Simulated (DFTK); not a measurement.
Au under changes of volume

One of the cells (16.855 Å³/atom); the others are scaled copies at fixed shape and fractional positions:

```
CELL_PARAMETERS angstrom
0.00000 2.03500 2.03500
2.03500 0.00000 2.03500
2.03500 2.03500 0.00000
ATOMIC_POSITIONS crystal
Au 0.00000 0.00000 0.00000
```

| Property | Result |
| --- | --- |
| Program | DFTK 0.8.2 |
| Functional | PBE |
| Potentials or basis | dojo.nc.sr.pbe.v0_4_1.standard.upf (PBE) |
| Cutoff | 1034 eV |
| k mesh | 11 × 11 × 11 |
| Occupations | fermi-dirac, width 0.05 eV |
| Spin | no spin polarisation |

| volume (Å³/atom) | energy over the lowest point (meV/atom) | pressure (GPa) |
| --- | --- | --- |
| 15.843 | 140.74 | 24.9 |
| 16.181 | 94.08 | 19.4 |
| 16.518 | ? | ? |
| 16.855 | 32.00 | 10.3 |
| 17.192 | 14.19 | 6.6 |
| 17.529 | 3.82 | 3.3 |
| 17.866 | 0.00 | 0.3 |

Problem. What does the run at 16.518 Å³/atom give?

Solution. Energy over the lowest point 58.26 meV/atom; pressure 14.6 GPa.

Worked out: A Birch-Murnaghan fit of order 3 (a polynomial in V^(-2/3)) to the other rows has its minimum at 17.91 Å³/atom, just outside them, with B0 = V·E''(V) = 145 GPa and B' = 5.5. It gives 58.29 meV/atom at 16.518 Å³/atom, against the run's 58.26, and -dE/dV = 14.7 GPa, against 14.6.

Energies are extrapolated to zero smearing.

Caveats: the minimum lies outside the volumes run.
